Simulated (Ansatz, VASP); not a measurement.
**TiAl3 in VASP and in Ansatz**

File INCAR:

```
SYSTEM = TiAl3
ALGO     = Normal         ! electronic algorithm
EDIFF    = 1E-6           ! SCF threshold, eV
ENCUT    = 520            ! plane-wave cutoff, eV
GGA      = PS             ! functional
ISIF     = 2              ! what is computed and relaxed
ISMEAR   = -1             ! smearing method
LASPH    = .TRUE.         ! aspherical terms in the spheres
LCHARG   = .FALSE.        ! write CHGCAR
LREAL    = .FALSE.        ! projectors in reciprocal space
LWAVE    = .FALSE.        ! write WAVECAR
NBANDS   = 18             ! bands
NELM     = 100            ! most SCF steps
PREC     = Accurate       ! precision mode
SIGMA    = 0.05           ! smearing width, eV
```

KPOINTS

```
k-points
0
G
  7 7 7
  0 0 0
```

POSCAR

```
TiAl3
1.0
    3.9291223209      0.0000000000      0.0000000000
    0.0000000000      3.9291223209      0.0000000000
    0.0000000000      0.0000000000      3.9291223209
Ti Al
1 3
Direct
    0.0000000000      0.0000000000      0.0000000000
    0.0000000000      0.5000000000      0.5000000000
    0.5000000000      0.0000000000      0.5000000000
    0.5000000000      0.5000000000      0.0000000000
```

File input.yaml:

```yaml
crystal:
  lattice:
    - [3.9291223209, 0.0, 0.0]
    - [0.0, 3.9291223209, 0.0]
    - [0.0, 0.0, 3.9291223209]
  atoms:
    - { symbol: Ti, position: [0.0, 0.0, 0.0] }
    - { symbol: Al, position: [0.0, 0.5, 0.5] }
    - { symbol: Al, position: [0.5, 0.0, 0.5] }
    - { symbol: Al, position: [0.5, 0.5, 0.0] }
kpoints:
  mp_grid: { grid: [7, 7, 7] }
scf:
  occupations: { method: fermi_dirac, width: 0.05 }
hamiltonian:
  xc: pbesol
  pseudopotentials: { kind: all_electron, lapw: { basis_error: 0.001 } }
output:
  forces: true
  stress: true
  eigenvalues: true
```

Change from the starting cell: volume scaled by 0.98.

Alike in both runs: task single point; functional PBEsol; k mesh 7 × 7 × 7; occupations fermi-dirac, width 0.05 eV; no spin polarisation.

```csv
,VASP,Ansatz
version,VASP 6.6.1,Ansatz 0.2.0
potentials or method,"VASP PAW PBE potentials, release 64 (Ti_sv, Al)","all-electron LAPW, scalar-relativistic"
plane-wave cutoff (eV),520,see its input
```

```csv
,VASP,Ansatz,Ansatz less VASP
gap on the k mesh at the Fermi level (eV),none,none,-
pressure (GPa),1.7,1.7,-0.02
```

A gap of «none» marks a metal or a gap that the smearing closes. Ansatz ran all-electron here, so the differences hold the error of VASP's frozen core and of both bases.

Caveats: the PAW data sets were made with another functional, which shifts forces and pressure a little (VASP).
